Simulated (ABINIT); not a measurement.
**MgS (Niningerite) in ABINIT: the effect of target pressure**

The system is MgS (Niningerite).

```
CELL_PARAMETERS angstrom
0.00000 2.60165 2.60165
2.60165 0.00000 2.60165
2.60165 2.60165 0.00000
ATOMIC_POSITIONS crystal
S 0.50000 0.50000 0.50000
Mg 0.00000 0.00000 0.00000
```

Alike in all runs:

| Quantity | Value |
| --- | --- |
| Program | ABINIT 10.8.3 (patched build) |
| Task | relaxation of cell and atoms |
| Functional | PBEsol |
| Potentials or basis | JTH PAW PBE v2.0 |
| Cutoff | 544 eV |
| k mesh | 9 × 9 × 9 |
| Occupations | fermi-dirac, width 0.05 eV |
| Spin | no spin polarisation |

Each run relaxes the cell or the atoms first.

```csv
target pressure,relaxed volume (Å³/atom),gap on the mesh (eV)
0 GPa,17.41,2.85
10 GPa,?,?
20 GPa,14.57,3.19
```

Q: What does the run with target pressure 10 GPa give?

A: Relaxed volume 15.70 Å³/atom; gap on the mesh 3.06 eV.

Caveats: the PAW data sets were made with another functional, which shifts forces and pressure a little; an odd mesh through Γ misses points on the zone boundary, where band edges often lie; the volume moved by over 15 % at a fixed basis, so the end points are rough (some runs).
